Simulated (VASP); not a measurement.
Write the native input for VASP 6.6.1 that does the following.

```yaml
Task: single point
Functional: PBE
Potentials_or_basis: VASP PAW PBE potentials, release 64 (K_sv)
Cutoff: 520 eV
k_mesh: 4 × 4 × 3
Occupations: fermi-dirac, width 0.05 eV
Spin: no spin polarisation
Further_INCAR_settings: ALGO = Normal; EDIFF = 1e-07; NBANDS = 30
```

The structure of K lies in POSCAR:

```
K
1.0
    4.4597690000     -6.5032270000      0.0000000000
    4.4597690000      6.5032270000      0.0000000000
    0.0000000000      0.0000000000      8.6591200000
K
5
Direct
    0.0000000000      0.5000000000      0.2527090000
    0.5000000000      0.0000000000      0.2527090000
    0.5000000000      0.0000000000      0.7472910000
    0.0000000000      0.5000000000      0.7472910000
    0.0000000000      0.0000000000      0.0000000000
```

This isn't the form of K at room conditions, which is bcc.

The input as run:

INCAR

```
SYSTEM = K
ALGO = Normal
EDIFF = 1E-7
ENCUT = 520
GGA = PE
ISIF = 2
ISMEAR = -1
LASPH = .TRUE.
LCHARG = .TRUE.
LELF = .TRUE.
LREAL = .FALSE.
LVHAR = .TRUE.
LWAVE = .FALSE.
NBANDS = 30
NELM = 100
PREC = Accurate
SIGMA = 0.05
```

KPOINTS

```
k-points
0
G
  4 4 3
  0 0 0
```

Potentials or basis: VASP PAW PBE potentials, release 64 (K_sv).

The run is started by

```bash
$ cat potpaw_PBE.64/K_sv/POTCAR > POTCAR
$ mpirun -np 1 vasp_std > vasp.out
```

Results of the run:

- Pressure: 0.0 GPa
- Largest force: 0.034 eV/Å
- Band gap on the k mesh: none (metal or under the smearing width)

It took 2.1 min on 1 thread of Intel(R) Xeon(R) 6975P-C (Granite Rapids), on a shared host, peak memory 0.59 GiB.
